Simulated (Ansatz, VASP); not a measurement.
## SrO: VASP beside Ansatz

```
Sr O
1.0
     4.27547    0.00000    0.00000
    -2.13773    3.70266    0.00000
     0.00000    0.00000    5.15559
Sr O
2 2
Direct
  0.33333 0.66667 0.93813
  0.66667 0.33333 0.43813
  0.33333 0.66667 0.43687
  0.66667 0.33333 0.93687
```

Measurements of this composition are mostly on another form, of space group No. 225.

Alike in both runs: task relaxation of cell and atoms; functional PBEsol; k mesh 6 × 6 × 6; occupations gaussian, width 0.02 eV; no spin polarisation.

|  | VASP | Ansatz |
| --- | --- | --- |
| version | VASP 6.6.1 | Ansatz 0.2.0 |
| potentials or method | VASP PAW PBE potentials, release 64 (Sr_sv, O) | scalar-relativistic, plane waves, PAW |
| plane-wave cutoff (eV) | 600 | 420 |
| valence electrons in the cell | 32 | 32 |

VASP gave:

| Property | Result |
| --- | --- |
| gap on the k mesh at the Fermi level, each at its own relaxed structure (eV) | 2.57 |
| relaxed volume (Å³/atom) | 19.97 |
| relaxed cell length with the largest relative difference (Å) | 5.120 |
| energy change over the relaxation (meV/atom) | -2 |

Problem. What did Ansatz give for the same quantities?

Solution. gap on the k mesh at the Fermi level, each at its own relaxed structure (eV): 2.61; relaxed volume (Å³/atom): 19.85; relaxed cell length with the largest relative difference (Å): 5.109; energy change over the relaxation (meV/atom): -4.

Caveats: the PAW data sets were made with another functional, which shifts forces and pressure a little (VASP). A k mesh can miss the band edges. As with any semilocal functional, this PBEsol gap is likely too small.
